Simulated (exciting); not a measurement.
# V (Im-3m) in exciting: single point with PBE

Aim: the single point of V with PBE.

Program: exciting (release sodium). These are calculated values, not measurements. Logs are shortened: lines on timing, memory, paths and dates and some standing lists are left out, and cuts for length are marked.

### 1 Starting point

It takes space group Im-3m (No. 229, cubic). The conventional cell has a = 3.029 Å, b = 3.029 Å, c = 3.029 Å, α = 90.00°, β = 90.00°, γ = 90.00°. V (site symmetry m-3m) is surrounded by 8 V at 2.62 Å.

### 2 Single point, PBE, collinear spin, ferromagnetic start

input.xml

```xml
<input>
  <title>V</title>
  <structure speciespath="./" tshift="false">
    <crystal scale="1">
      <basevect>4.047064506322 2.861706756449 0.000000000000</basevect>
      <basevect>-4.047064506322 2.861706756449 0.000000000000</basevect>
      <basevect>0.000000000000 -2.861706755504 4.047064506889</basevect>
    </crystal>
    <species speciesfile="V.xml" rmt="2">
      <atom coord="0.000000000000 0.000000000000 0.000000000000" bfcmt="0 0 -8"/>
    </species>
  </structure>
  <groundstate do="fromscratch" ngridk="12 12 12" rgkmax="9" gmaxvr="14" lmaxapw="10" lmaxmat="10" lmaxvr="8" xctype="GGA_PBE" stype="Gaussian" swidth="0.00073499" nempty="20" ValenceRelativity="iora*" epsengy="1e-05" epspot="1e-05" maxscl="90" tforce="true" outputlevel="normal">
    <spin reducebf="0.5"/>
  </groundstate>
</input>
```

Potentials or basis: all-electron LAPW+lo, shipped species files, valence relativity iora*.

Run with:

```console
$ OMP_NUM_THREADS=1 exciting_smp
```

INFO.OUT:

```text
================================================================================
EXCITING SODIUM started
[... 10 lines left out ...]

 Lattice vectors (cartesian) :
      4.0470645063      2.8617067564      0.0000000000
     -4.0470645063      2.8617067564      0.0000000000
      0.0000000000     -2.8617067555      4.0470645069

 Reciprocal lattice vectors (cartesian) :
      0.7762645366      1.0978038356      0.7762645362
     -0.7762645366      1.0978038356      0.7762645362
      0.0000000000     -0.0000000000      1.5525290730

 Unit cell volume                           :      93.7422510199
 Brillouin zone volume                      :       2.6460876578

 Species :    1 (V)
     parameters loaded from                 :    V.xml
     name                                   :    vanadium
     nuclear charge                         :     -23.00000000
     electronic charge                      :      23.00000000
     atomic mass                            :   92860.67376000
     muffin-tin radius                      :       2.00000000
     # of radial points in muffin-tin       :     350

     atomic positions (lattice) :
       1 :   0.00000000  0.00000000  0.00000000

     magnetic fields (cartesian) :
       1 :   0.00000000  0.00000000 -8.00000000

 Total number of atoms per unit cell        :       1

 Spin treatment                             :    spin-polarised
 Global magnetic field (cartesian) :        0.00000000   0.00000000   0.00000000
 collinear magnetisation in z-direction

 Number of Bravais lattice symmetries       :      48
 Number of crystal symmetries               :      48

 k-point grid                               :      12   12   12
 Total number of k-points                   :      72
 k-point set is reduced with crystal symmetries

 R^MT_min * |G+k|_max (rgkmax)              :       9.00000000
 Species with R^MT_min                      :       1 (V)
 Maximum |G+k| for APW functions            :       4.50000000
 Maximum |G| for potential and density      :      14.00000000

 G-vector grid sizes                        :      24    24    24
 Total number of G-vectors                  :    4321

 Maximum angular momentum used for
     APW functions                          :      10
     computing H and O matrix elements      :      10
     potential and density                  :       8
     inner part of muffin-tin               :       2

 Total nuclear charge                       :     -23.00000000
 Total electronic charge                    :      23.00000000
 Total core charge                          :      10.00000000
 Total valence charge                       :      13.00000000

 Number of empty states                     :      20
 Total number of valence states             :      54

 Maximum Hamiltonian size                   :     165
 Maximum number of plane-waves              :     152
 Total number of local-orbitals             :      13

 Exchange-correlation type                  :      20
     Perdew-Burke-Ernzerhof, Phys. Rev. Lett. 77, 3865 (1996)
     Generalised gradient approximation (GGA)

 Smearing scheme                            :    Gaussian
 Smearing width                             :       0.00073499

 Using multisecant Broyden potential mixing
[... 16 lines left out ...]
+ SCF iteration number :    1                                                  +
++++++++++++++++++++++++++++++++++++++++++++++++++++++++++++++++++++++++++++++++
 Total energy                               :      -945.97360535
 _______________________________________________________________
 Fermi energy                               :         0.41061327
 Kinetic energy                             :       960.88633575
 Coulomb energy                             :     -1861.60022228
 Exchange energy                            :       -44.23114119
 Correlation energy                         :        -1.02857763
 No external B-field energy in total energy

 DOS at Fermi energy (states/Ha/cell)       :        21.90525176

 Electron charges :
     core                                   :        10.00000000
     core leakage                           :         0.00000001
     valence                                :        13.00000000
     interstitial                           :         2.49458995
     charge in muffin-tin spheres :
                  atom     1     V          :        20.50541005
     total charge in muffin-tins            :        20.50541005
     total charge                           :        23.00000000

 Moments :
     interstitial                           :         0.12557561
     moment in muffin-tin spheres :
                  atom     1     V          :         0.53199158
     total moment in muffin-tins            :         0.53199158
     total moment                           :         0.65756719
[... 303 lines left out ...]
 Electron charges :
     core                                   :        10.00000000
     core leakage                           :         0.00000001
     valence                                :        13.00000000
     interstitial                           :         2.33065908
     charge in muffin-tin spheres :
                  atom     1     V          :        20.66934092
     total charge in muffin-tins            :        20.66934092
     total charge                           :        23.00000000

 Moments :
     interstitial                           :         0.03805732
     moment in muffin-tin spheres :
                  atom     1     V          :         0.12321192
     total moment in muffin-tins            :         0.12321192
     total moment                           :         0.16126924

 RMS change in effective potential (target) :  0.696893E-03  ( 0.100000E-04)
 Absolute change in total energy   (target) :  0.210549E-01  ( 0.100000E-04)
 Charge distance                   (target) :  0.433436E-03  ( 0.100000E-04)
 Abs. change in max-nonIBS-force   (target) :   0.00000      ( 0.500000E-04)

++++++++++++++++++++++++++++++++++++++++++++++++++++++++++++++++++++++++++++++++
[... 9 further cycles ...]
+ SCF iteration number :   20                                                  +
++++++++++++++++++++++++++++++++++++++++++++++++++++++++++++++++++++++++++++++++
 Total energy                               :      -949.32315704
 _______________________________________________________________
 Fermi energy                               :         0.38654964
 Kinetic energy                             :       959.19455478
 Coulomb energy                             :     -1863.09820479
 Exchange energy                            :       -44.39148175
 Correlation energy                         :        -1.02802528
 No external B-field energy in total energy

 DOS at Fermi energy (states/Ha/cell)       :        49.68346687

 Electron charges :
     core                                   :        10.00000000
     core leakage                           :         0.00000001
     valence                                :        13.00000000
     interstitial                           :         2.32905365
     charge in muffin-tin spheres :
                  atom     1     V          :        20.67094635
     total charge in muffin-tins            :        20.67094635
     total charge                           :        23.00000000

 Moments :
     interstitial                           :         0.03122426
     moment in muffin-tin spheres :
                  atom     1     V          :         0.09299775
     total moment in muffin-tins            :         0.09299775
     total moment                           :         0.12422201

 RMS change in effective potential (target) :  0.200321E-05  ( 0.100000E-04)
 Absolute change in total energy   (target) :  0.166585E-02  ( 0.100000E-04)
 Charge distance                   (target) :  0.156248E-04  ( 0.100000E-04)
 Abs. change in max-nonIBS-force   (target) :   0.00000      ( 0.500000E-04)
[... 303 lines left out ...]
 Electron charges :
     core                                   :        10.00000000
     core leakage                           :         0.00000001
     valence                                :        13.00000000
     interstitial                           :         2.32905557
     charge in muffin-tin spheres :
                  atom     1     V          :        20.67094443
     total charge in muffin-tins            :        20.67094443
     total charge                           :        23.00000000

 Moments :
     interstitial                           :         0.03123493
     moment in muffin-tin spheres :
                  atom     1     V          :         0.09302850
     total moment in muffin-tins            :         0.09302850
     total moment                           :         0.12426343

 RMS change in effective potential (target) :  0.179188E-06  ( 0.100000E-04)
 Absolute change in total energy   (target) :  0.273312E-05  ( 0.100000E-04)
 Charge distance                   (target) :  0.229439E-07  ( 0.100000E-04)
 Abs. change in max-nonIBS-force   (target) :   0.00000      ( 0.500000E-04)

++++++++++++++++++++++++++++++++++++++++++++++++++++++++++++++++++++++++++++++++
| Convergency criteria checked for the last 2 iterations                       +
| Convergence targets achieved. Performing final SCF iteration                 +
++++++++++++++++++++++++++++++++++++++++++++++++++++++++++++++++++++++++++++++++
 Total energy                               :      -949.32307047
 _______________________________________________________________
 Fermi energy                               :         0.38655042
 Kinetic energy                             :       959.19458686
 Coulomb energy                             :     -1863.09815360
 Exchange energy                            :       -44.39147849
 Correlation energy                         :        -1.02802524
 No external B-field energy in total energy

 DOS at Fermi energy (states/Ha/cell)       :        49.69108422

 Electron charges :
     core                                   :        10.00000000
     core leakage                           :         0.00000001
     valence                                :        13.00000000
     interstitial                           :         2.32905470
     charge in muffin-tin spheres :
                  atom     1     V          :        20.67094530
     total charge in muffin-tins            :        20.67094530
     total charge                           :        23.00000000

 Moments :
     interstitial                           :         0.03123585
     moment in muffin-tin spheres :
                  atom     1     V          :         0.09302940
     total moment in muffin-tins            :         0.09302940
     total moment                           :         0.12426526

++++++++++++++++++++++++++++++++++++++++++++++++++++++++++++++++++++++++++++++++
+ Self-consistent loop stopped                                                 +
++++++++++++++++++++++++++++++++++++++++++++++++++++++++++++++++++++++++++++++++
 STATE.OUT is written

--------------------------------------------------------------------------------
- Writing atomic positions and forces                                          -
--------------------------------------------------------------------------------

 Atomic positions (lattice) :
 atom     1   V  :     0.00000000    0.00000000    0.00000000

 Total atomic forces including IBS (cartesian) :
 atom     1   V  :     0.00000000    0.00000000    0.00000000

 Atomic force components including IBS (cartesian) :
 atom     1   V  :     0.00000000    0.00000000    0.00000000   HF force
                 :     0.00000000    0.00000000    0.00000000   core correction
                 :     0.00000000    0.00000000    0.00000000   IBS correction

********************************************************************************
[... 7 lines left out ...]
| EXCITING SODIUM stopped                                                      =
================================================================================
```

It took 1.7 min on 1 thread of Arm Neoverse V2, shared host; peak memory 0.11 GiB.

Results:

- Free energy: -25832.3971 eV
- Band gap on the k mesh: none (metal or under the smearing width)
- Net moment: 0.12 μB per cell
- Site moments: V +0.09 μB
- All electrons inside the program's atomic spheres: V 20.67 (radii V 2.0 bohr)
